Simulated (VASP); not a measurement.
# Si5O3H12 in VASP: notebook, part 2 of 2

VASP 6.6.1. The steps go on from the part before.

### Step 3. Core levels, LDA

Contents of INCAR:

```
SYSTEM = Si5H12O3
ALGO     = Normal         ! electronic algorithm
EDIFF    = 1E-6           ! SCF threshold, eV
ENCUT    = 400            ! plane-wave cutoff, eV
ICORELEVEL= 1            
ISIF     = 2              ! what is computed and relaxed
ISMEAR   = 0              ! smearing method
LASPH    = .True.         ! aspherical terms in the spheres
LCHARG   = .False.        ! write CHGCAR
LREAL    = .False.        ! projectors in reciprocal space
LWAVE    = .False.        ! write WAVECAR
NELM     = 100            ! most SCF steps
PREC     = Accurate       ! precision mode
SIGMA    = 0.02           ! smearing width, eV
```

Contents of KPOINTS:

```
k-points
0
Gamma
  1 1 1
  0 0 0
```

Contents of POSCAR:

```
Si5H12O3
1.0
   15.0000000000      0.0000000000      0.0000000000
    0.0000000000     15.0000000000      0.0000000000
    0.0000000000      0.0000000000     15.0000000000
Si O H
5 3 12
Direct
    0.4974781700      0.4965388300      0.5204854800
    0.4788416300      0.4707400600      0.6735447400
    0.6993295500      0.5015137400      0.4670442700
    0.4070942300      0.3476394000      0.4052511100
    0.4138339700      0.6787732800      0.4620226700
    0.5973481400      0.4653958700      0.4886363300
    0.4233974900      0.4401233600      0.4631391700
    0.4853081700      0.6028899600      0.4981128000
    0.3895098200      0.5034878800      0.7033245500
    0.5492382000      0.5184395300      0.7255977400
    0.4852297700      0.3732212400      0.6932779500
    0.7426385600      0.5337348800      0.5507345700
    0.7508916600      0.4250493500      0.4300959400
    0.6967969500      0.5756813300      0.4007116500
    0.4121125000      0.2683539200      0.4653072200
    0.3164609300      0.3532335300      0.3649318600
    0.4754650900      0.3388341300      0.3334538900
    0.3399824800      0.6902539400      0.5278429600
    0.4634337700      0.7643096600      0.4523132900
    0.3756089100      0.6517861000      0.3741717900
```

Potentials or basis: VASP PAW LDA potentials, release 64 (Si, O, H).

Started as:

```bash
$ cat potpaw_LDA.64/Si/POTCAR potpaw_LDA.64/O/POTCAR potpaw_LDA.64/H/POTCAR > POTCAR
$ mpirun -np 1 vasp_std > vasp.out
```

OUTCAR:

```text
SYSTEM = Si5H12O3
   EDIFF = 1E-6
   ENCUT = 400
   ISIF = 2
   ISMEAR = 0
   LASPH = .True.
   LREAL = .False.
   NELM = 100
   PREC = Accurate

 ion  position               nearest neighbor table
   1  0.497  0.497  0.520-   6 1.64   8 1.64   7 1.64   2 2.34   4 3.13   5 3.13   3 3.13
   2  0.479  0.471  0.674-   9 1.50  11 1.50  10 1.50   1 2.34
   3  0.699  0.502  0.467-  13 1.49  14 1.49  12 1.49   6 1.65   1 3.13
   4  0.407  0.348  0.405-  16 1.49  17 1.49  15 1.49   7 1.65   1 3.13
   5  0.414  0.679  0.462-  19 1.49  20 1.49  18 1.49   8 1.65   1 3.13
   6  0.597  0.465  0.489-   1 1.64   3 1.65
   7  0.423  0.440  0.463-   1 1.64   4 1.65
   8  0.485  0.603  0.498-   1 1.64   5 1.65
   9  0.390  0.503  0.703-   2 1.50
  10  0.549  0.518  0.726-   2 1.50
  11  0.485  0.373  0.693-   2 1.50
  12  0.743  0.534  0.551-   3 1.49
  13  0.751  0.425  0.430-   3 1.49
  14  0.697  0.576  0.401-   3 1.49
  15  0.412  0.268  0.465-   4 1.49
  16  0.316  0.353  0.365-   4 1.49
  17  0.475  0.339  0.333-   4 1.49
  18  0.340  0.690  0.528-   5 1.49
  19  0.463  0.764  0.452-   5 1.49
  20  0.376  0.652  0.374-   5 1.49

  LATTYP: Found a simple cubic cell.
 ALAT       =    15.0000000000

  Lattice vectors:

 A1 = (  15.0000000000,   0.0000000000,   0.0000000000)
 A2 = (   0.0000000000,  15.0000000000,   0.0000000000)
 A3 = (   0.0000000000,   0.0000000000,  15.0000000000)

Analysis of symmetry for initial positions (statically):
=====================================================================
 Subroutine PRICEL returns:
 Original cell was already a primitive cell.

 Routine SETGRP: Setting up the symmetry group for a
 simple cubic supercell.

 Subroutine GETGRP returns: Found  1 space group operations
 (whereof  1 operations were pure point group operations)
 out of a pool of 48 trial point group operations.

The static configuration has the point symmetry C_1 .

Analysis of symmetry for dynamics (positions and initial velocities):
=====================================================================
 Subroutine PRICEL returns:
 Original cell was already a primitive cell.

 Routine SETGRP: Setting up the symmetry group for a
 simple cubic supercell.

 Subroutine GETGRP returns: Found  1 space group operations
 (whereof  1 operations were pure point group operations)
 out of a pool of 48 trial point group operations.

The dynamic configuration has the point symmetry C_1 .

 Subroutine INISYM returns: Found  1 space group operations
 (whereof  1 operations are pure point group operations),
 and found     1 'primitive' translations

----------------------------------------------------------------------------------------

                                     Primitive cell

  volume of cell :    3375.0000

  direct lattice vectors                    reciprocal lattice vectors
    15.000000000  0.000000000  0.000000000     0.066666667  0.000000000  0.000000000
     0.000000000 15.000000000  0.000000000     0.000000000  0.066666667  0.000000000
     0.000000000  0.000000000 15.000000000     0.000000000  0.000000000  0.066666667

  length of vectors
    15.000000000 15.000000000 15.000000000     0.066666667  0.066666667  0.066666667

  position of ions in fractional coordinates (direct lattice)
     0.497478170  0.496538830  0.520485480
     0.478841630  0.470740060  0.673544740
     0.699329550  0.501513740  0.467044270
     0.407094230  0.347639400  0.405251110
[... 77 lines left out ...]
 SYSTEM =  Si5H12O3
   PREC   = accura    normal or accurate (medium, high low for compatibility)
   ISTART =      0    job   : 0-new  1-cont  2-samecut
   ICHARG =      2    charge: 1-file 2-atom 10-const
   ISPIN  =      1    spin polarized calculation?
   LNONCOLLINEAR =      F non collinear calculations
   LSORBIT =      F    spin-orbit coupling
   LASPH  =      T    aspherical Exc in radial PAW
   ENCUT  =  400.0 eV  29.40 Ry    5.42 a.u.  24.46 24.46 24.46*2*pi/ulx,y,z
   NELM   =    100;   NELMIN=  2; NELMDL= -5     # of ELM steps
   EDIFF  = 0.1E-05   stopping-criterion for ELM
   LREAL  =      F    real-space projection
   EDIFFG = 0.1E-04   stopping-criterion for IOM
   NSW    =      0    number of steps for IOM
   IBRION =     -1    ionic relax: 0-MD 1-quasi-New 2-CG
   NFREE  =      0    steps in history (QN), initial steepest desc. (CG)
   ISIF   =      2    stress and relaxation
   ISYM   =      2    0-nonsym 1-usesym 2-fastsym
   POTIM  = 0.5000    time-step for ionic-motion
   TEBEG  =    0.0;   TEEND  =   0.0 temperature during run
   PSTRESS=    0.0 pullay stress
   NELECT =      50.0000    total number of electrons
   NUPDOWN=      -1.0000    fix difference up-down
   EMIN   =  10.00;   EMAX   =-10.00  energy-range for DOS
   EFERMI =   0.00;   METHOD = LEGACY
   ISMEAR =     0;   SIGMA  =   0.02  broadening in eV -4-tet -1-fermi 0-gaus
   EFERMI_NEDOS =   21; number of points for ismear=-14 and -15
   IALGO  =     38    algorithm
   IMIX   =      4    mixing-type and parameters
     AMIX     =   0.40;   BMIX     =  1.00
     AMIX_MAG =   1.60;   BMIX_MAG =  1.00
  volume/ion in A,a.u.               =     168.75      1138.78
  Fermi-wavevector in a.u.,A,eV,Ry     =   0.402075  0.759811  2.199575  0.161664
  Thomas-Fermi vector in A             =   1.352095
   LORBIT       =      0    0 simple, 1 ext, 2 COOP (PROOUT), +10 PAW based schemes
   GGA     = CA    functional components
   LHFCALC =     F    Hartree Fock is set to
   AEXX    =    0.0000 exact exchange contribution
   IVDW    =     0    specifies the selected vdW correction
   LEPSILON=     F    determine dielectric tensor
   LRPA    =     F    only Hartree local field effects (RPA)
 non-spin polarized calculation
 Gauss-broadening in eV      SIGMA  =   0.02
  energy-cutoff  :      400.00
  volume of cell :     3375.00
 maximum number of plane-waves:     61445
 NGX is ok and might be reduce to    98
   NGX = 49   NGY = 49   NGZ = 49

 number of electron      50.0000015 magnetization

 Free energy of the ion-electron system (eV)
  ---------------------------------------------------
  ext. energy  EPLUGINS =         0.00000000
  ---------------------------------------------------
  free energy    TOTEN  =       -98.50290169 eV

  energy without entropy =      -98.50290169  energy(sigma->0) =      -98.50290169

 the core state eigenenergies are
   1-  1s  -1775.3714  2s   -138.1143  2p    -95.0847
   2-  1s  -1773.1321  2s   -136.4978  2p    -93.4246
   3-  1s  -1774.0385  2s   -137.1758  2p    -94.1188
   4-  1s  -1774.0419  2s   -137.1792  2p    -94.1222
   5-  1s  -1774.0420  2s   -137.1793  2p    -94.1223
   6-  1s   -506.4456
   7-  1s   -506.4488
   8-  1s   -506.4492
   9-
  10-
  11-
  12-
  13-
  14-
  15-
  16-
  17-
  18-
  19-
  20-

 E-fermi :  -6.4408     XC(G=0):  -1.0034

 val. band max:       -6.5387782168   @ k =   0.0000   0.0000   0.0000
 cond. band min:      -1.1019345010   @ k =   0.0000   0.0000   0.0000
 fundamental gap:      5.4368437158
 Fermi energy:        -6.4407543938

 k-point     1 :       0.0000    0.0000    0.0000
  band No.  band energies     occupation
      1     -24.9913      2.00000
      2     -24.1444      2.00000
      3     -24.1425      2.00000
      4     -15.0614      2.00000
      5     -13.7017      2.00000
      6     -13.6998      2.00000
[... 28 lines left out ...]
     35       0.2461      0.00000
     36       0.3539      0.00000

------------------------ aborting loop because EDIFF is reached ----------------------------------------

  FORCE on cell =-STRESS in cart. coord.  units (eV):
  Direction    XX          YY          ZZ          XY          YZ          ZX
  --------------------------------------------------------------------------------------
  -------------------------------------------------------------------------------------
  Total       -4.8088217     -4.8056756     -3.9764215      0.0188411     -0.1404027     -0.1153046
  in kB       -2.2828400     -2.2813465     -1.8876836      0.0089443     -0.0666519     -0.0547373
  external PRESSURE =      -2.1506234 kB  Pullay stress =       0.0000000 kB

 VOLUME and BASIS-vectors are now :
 -----------------------------------------------------------------------------
  energy-cutoff  :      400.00
  volume of cell :     3375.00
      direct lattice vectors                 reciprocal lattice vectors
    15.000000000  0.000000000  0.000000000     0.066666667  0.000000000  0.000000000
     0.000000000 15.000000000  0.000000000     0.000000000  0.066666667  0.000000000
     0.000000000  0.000000000 15.000000000     0.000000000  0.000000000  0.066666667

 POSITION                                       TOTAL-FORCE (eV/Angst)
 -----------------------------------------------------------------------------------
      7.46217      7.44808      7.80728         0.036412      0.042236     -0.256125
      7.18262      7.06110     10.10317         0.031108      0.048317     -0.279048
     10.48994      7.52271      7.00566        -0.424318     -0.137674      0.088788
      6.10641      5.21459      6.07877         0.078301      0.378588      0.238595
      6.20751     10.18160      6.93034         0.286865     -0.320474      0.146098
      8.96022      6.98094      7.32954        -0.128204      0.312033      0.057923
[... 12 lines left out ...]
      6.95151     11.46464      6.78470         0.013980     -0.002554      0.002664
      5.63413      9.77679      5.61258         0.009104     -0.022913     -0.003770
 -----------------------------------------------------------------------------------
    total drift:                               -0.000886     -0.003468      0.003263

  FREE ENERGIE OF THE ION-ELECTRON SYSTEM (eV)
  ---------------------------------------------------
  free  energy   TOTEN  =       -98.5029016904 eV

  energy  without entropy=      -98.5029016904  energy(sigma->0) =      -98.50290169
```

Wall time 3.8 min (1 thread of Intel Xeon Platinum 8375C at 2.90GHz (Ice Lake), shared host); peak memory 1.1 GiB.

Results:

* Free energy: -98.5029 eV
* Largest force: 0.455 eV/Å
* Gap between the frontier levels: 5.44 eV

Forces in eV/Å, atoms in the order of the input:
```
Si   0.036  0.042 -0.256
Si   0.031  0.048 -0.279
Si  -0.424 -0.138  0.089
Si   0.078  0.379  0.239
Si   0.287 -0.320  0.146
O   -0.128  0.312  0.058
O    0.334 -0.059  0.053
O   -0.213 -0.265 -0.048
H   -0.003  0.007 -0.016
H    0.007  0.005 -0.019
H    0.001 -0.002 -0.021
H   -0.016 -0.002  0.015
H   -0.008 -0.011 -0.001
H   -0.024  0.004 -0.003
H    0.005  0.009  0.021
H   -0.006  0.013  0.003
H    0.016  0.019  0.004
H    0.004 -0.015  0.016
H    0.014 -0.003  0.003
H    0.009 -0.023 -0.004
```

Caveat: the cutoff is under 1.25 times the usual one of these potentials, so pressure, stress and relaxed cells hold a basis-set (Pulay) error.
